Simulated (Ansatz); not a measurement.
KTaO3, DFT, PBE, all-electron PAW with datasets made for the crystal, scalar-relativistic (Ansatz 0.2.0), run on 2 threads of Intel(R) Xeon(R) 6975P-C (Granite Rapids) on a shared host.

The cell comes from COD entry 2102087, which wasn't checked; take it as a given geometry. The listed cell was then made from it by scaling, straining or moving an atom.

Command: `ansatz run input.yaml --threads 2 --pin off --max-ram 6144MiB --backend cpu --events-out ev --progress --plain --runs-dir out`

```yaml
crystal:
  lattice:
    - [3.9343974464, 0.0, 0.0]
    - [0.0, 3.9343974464, 0.0]
    - [0.0, 0.0, 3.9343974464]
  atoms:
    - { symbol: K, position: [0.5, 0.5, 0.5] }
    - { symbol: Ta, position: [0.0, 0.0, 0.0] }
    - { symbol: O, position: [0.5, 0.0, 0.0] }
    - { symbol: O, position: [0.0, 0.5, 0.0] }
    - { symbol: O, position: [0.0, 0.0, 0.5] }
kpoints:
  mp_grid: { grid: [5, 5, 5] }
scf:
  occupations: { method: fermi_dirac, width: 0.01 }
hamiltonian:
  xc: pbe
  pseudopotentials: { kind: all_electron, datasets: crystal }
output:
  forces: true
  stress: true
  eigenvalues: true
  efg: { contact_densities: true }
```

How large is the problem that the program sets up?

10 irreducible k-points, 1743 plane waves at Γ, 33 bands.

Estimate the wall time and the peak memory.

3.9 s of wall time for 9 SCF iterations, with a peak of 0.73 GiB. Times on shared machines scatter by tens of per cent.
